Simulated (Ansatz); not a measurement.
BaS in the zincblende structure, relaxed with r2SCAN in the PAW code Ansatz. It is cubic, F-43m (No. 216); conventional cell a = 7.039 Å, 43.59 Å³ an atom. Ba has 4 S at 3.05 Å; S has 4 Ba at 3.05 Å.

The axes x, y and z are those of this cell:
```
Ba S
1.0
     0.00000    3.51941    3.51941
     3.51941    0.00000    3.51941
     3.51941    3.51941    0.00000
Ba S
1 1
Direct
  0.00000 0.00000 0.00000
  0.25000 0.25000 0.25000
```

Unstrained: The PBE gap is indirect, 2.747 eV (W to Γ), below the direct gap of 3.419 eV at Γ. The r2SCAN gap is indirect, 3.068 eV (W to Γ), below the direct gap of 3.698 eV at W. The HSE06 gap is indirect, 3.641 eV (W to Γ), below the direct gap of 4.350 eV at Γ. Meshes: PBE 6×6×6, r2SCAN 6×6×6, HSE06 4×4×4. Strains are changes of length per length. After each strain the atoms were relaxed again with r2SCAN within the symmetry that the strain leaves, so tilts or polar shifts that break it weren't tested; points keep the names that they have in the unstrained zone. No spin polarisation. The prototype was imposed, so other structures may be more stable.

Question: For epitaxial +4.82 % in the xy plane, how far does the free direction move, and what happens to the gap?

Answer: The normal strain at zero normal stress is -11.27 %, 2.34 of the in-plane strain with the sign turned. PBE: the gap goes from 2.747 to 2.687 eV (-0.060 eV); the edges go from W → Γ to Γ–X (0.91) → Γ. r2SCAN: the gap goes from 3.068 to 3.038 eV (-0.030 eV); the edges go from W → Γ to Γ–X (0.91) → Γ. HSE06: the gap goes from 3.641 to 3.583 eV (-0.058 eV); the edges go from W → Γ to Γ–X (0.91) → Γ.

Question: Apply uniaxial +2.65 % along x, other directions held. How far does the gap move, against the unstrained cell?

Answer: PBE: the gap goes from 2.747 to 2.696 eV (-0.051 eV); the edges go from W → Γ to (0.219, -1/2, -0.281) → Γ. r2SCAN: the gap goes from 3.068 to 3.019 eV (-0.049 eV); the edges go from W → Γ to (0.219, -1/2, -0.281) → Γ. HSE06: the gap goes from 3.641 to 3.585 eV (-0.056 eV); the edges go from W → Γ to (0.219, -1/2, -0.281) → Γ. The r2SCAN energy rises by 3.0 meV an atom.

Question: One strain changed the r2SCAN stress by xx +0.99, yy +0.99, zz +0.99, xy -0.49, xz -0.49, yz -0.49 GPa (compression positive) and the gap by +0.017 eV (PBE), +0.021 eV (r2SCAN), +0.023 eV (HSE06). Which kind of strain was it, and roughly how large?

Answer: Epitaxial -4.07 % in the plane normal to [111], free normal strain +4.48 %. The pattern of the stress gives the kind; the size needs the stiffness, so it is an estimate.

The runs are scalar-relativistic, without spin-orbit coupling.

Where an edge lies off the special points, it is a point of the mesh or the k point where a search put PBE's edge or least direct gap, reused for the other functionals, whose own edges may lie a little apart.

Coordinates of k points refer to the reciprocal vectors of the primitive cell of the runs.

The meshes of the hybrids are coarse, so their gaps aren't converged to the digits shown.
